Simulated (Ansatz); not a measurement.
A one-shot G0W0 calculation of InP (started from an entry of an open crystallographic database) with Ansatz 0.2.0, at the level G0W0@PBE with 193 empty bands, a screening cutoff of 140 eV and a 4×4×4 mesh. The geometry is the r2SCAN minimum.

Input file:
```yaml
crystal:
  lattice:
    - [0.0, 2.9538133482, 2.9538133482]
    - [2.9538133482, 0.0, 2.9538133482]
    - [2.9538133482, 2.9538133482, 0.0]
  atoms:
    - { symbol: In, position: [0.0, 0.0, 0.0] }
    - { symbol: P, position: [0.25, 0.25, 0.25] }
kpoints:
  mp_grid: { grid: [4, 4, 4] }
hamiltonian:
  xc: pbe
scf:
  occupations: { method: fixed }
gw:
  n_empty_bands: 193
  ecut_chi: 140
  qp_bands: [v2, c2]
  qp_kpoints: band_edges
  screening: { model: contour_deformation }
```

Command: `ansatz run input.yaml --threads 2 --pin off --max-ram 3686MiB --backend cpu --events-out ev --progress --plain --runs-dir out`.

Question: What wall time did it need on 2 threads of Arm Neoverse V1, with other jobs on the host, and what peak of host memory did it reach?

Answer: About 28 s, with a peak of 0.48 GiB.

Main lines of the log:
```
Functional definition: PBE
Crystal: 2 atoms, lattice volume = 51.544 Å³
Basis set: ecut = 420 eV, 965 PW (Γ)
Bands: 13, of which v1, the nominal top of the filled ones, is band 9 counted from 1 (8 counted from 0)
Symmetry: 24 space group operations
Space group: F-43m (ITA 216)
k-points: 8 of 64 (time reversal used)
SCF converged after 7 iterations
Free energy (F): -6353.892567 eV
Fermi energy:    6.742189 eV
--- G₀W₀: contour deformation, 8 samples at zero and on the imaginary axis and 2 off it, 64 q-points, 193 empty bands' worth ---
    ik  band        ε_KS         Σx   Σc(E_QP)       V_xc       Z   E_QP_lin       E_QP  E_QP is
     0     8      6.7422   -16.7653     1.3736   -14.9428  0.7284     6.2808     6.2933  root
     0     9      6.7422   -16.7653     1.3736   -14.9428  0.7284     6.2808     6.2933  root
     0    10      7.3137   -10.0469    -4.0146   -14.0753  0.7493     7.3275     7.3275  root
     0    11     10.8000    -6.9710    -4.4638   -11.4745  0.7407    10.8397    10.8396  root
     1     8      6.2021   -16.3248     1.5287   -14.3215  0.7262     5.7126     5.7276  root
     1     9      6.2021   -16.3248     1.5287   -14.3215  0.7262     5.7126     5.7276  root
     1    10      8.4526    -8.8355    -4.1234   -12.9710  0.7480     8.4647     8.4647  root
     1    11     11.4869    -6.9946    -4.6674   -11.7087  0.7344    11.5337    11.5336  root
     2     8      5.7994   -16.1641     1.7042   -13.9639  0.7232     5.2860     5.3034  root
     2     9      5.7994   -16.1641     1.7042   -13.9639  0.7232     5.2860     5.3034  root
     2    10      8.1673    -8.7433    -4.0629   -12.8016  0.7516     8.1627     8.1627  root
     2    11     11.5181    -6.6070    -4.6266   -11.2454  0.7323    11.5299    11.5299  root
     3     8      5.3756   -15.7594     1.7990   -13.4517  0.7196     4.8472     4.8669  root
     3     9      5.3756   -15.7594     1.7990   -13.4517  0.7196     4.8472     4.8669  root
     3    10      9.2207    -6.9231    -4.1066   -10.9672  0.7537     9.1583     9.1581  root
     3    11      9.7966    -8.4465    -4.3353   -12.7793  0.7363     9.7941     9.7941  root
     6     8      4.4901   -15.4803     2.2009   -12.7411  0.7072     3.9267     3.9519  root
     6     9      4.4901   -15.4803     2.2009   -12.7411  0.7072     3.9267     3.9519  root
     6    10      8.5203    -6.3295    -3.8298    -9.9670  0.7614     8.3295     8.3281  root
     6    11      8.9925    -7.7254    -4.1076   -11.7899  0.7504     8.9495     8.9494  root
     7     8      3.8770   -15.1976     2.3747   -12.2714  0.6964     3.3001     3.3256  root
     7     9      3.9220   -14.5480     2.2390   -11.7707  0.6986     3.3585     3.3838  root
     7    10     11.0132    -9.0204    -4.9813   -14.1637  0.7121    11.1763    11.1752  root
     7    11     11.0158    -6.8589    -4.3484   -11.1030  0.7363    10.9120    10.9115  root
```

The points are ik 0 = (0, 0, 0) (Γ), ik 1 = (0, 0, 1/4), ik 2 = (0, 0, -1/2), ik 3 = (0, 1/4, 1/4), ik 6 = (0, -1/2, -1/2), ik 7 = (1/4, -1/2, -1/4); band 9 is the last filled one.

The quasiparticle gap on this mesh is 1.03 eV (direct at Γ), against 0.57 eV from PBE: +0.46 eV. Renormalisation factors Z lie between 0.70 and 0.76. The G0W0 figures hold for the stated bands, cutoff and mesh and aren't extrapolated.

The values are computed, spin-unpolarised, and not measurements.

Spin-orbit coupling is left out, which matters wherever the heavy atoms make up the band edges.

For so narrow a gap this mesh doesn't settle the screening, and the bands and cutoff are finite.

With a shallow d shell on the cation, G0W0 converges slowly in bands and cutoff, so these values are in doubt.
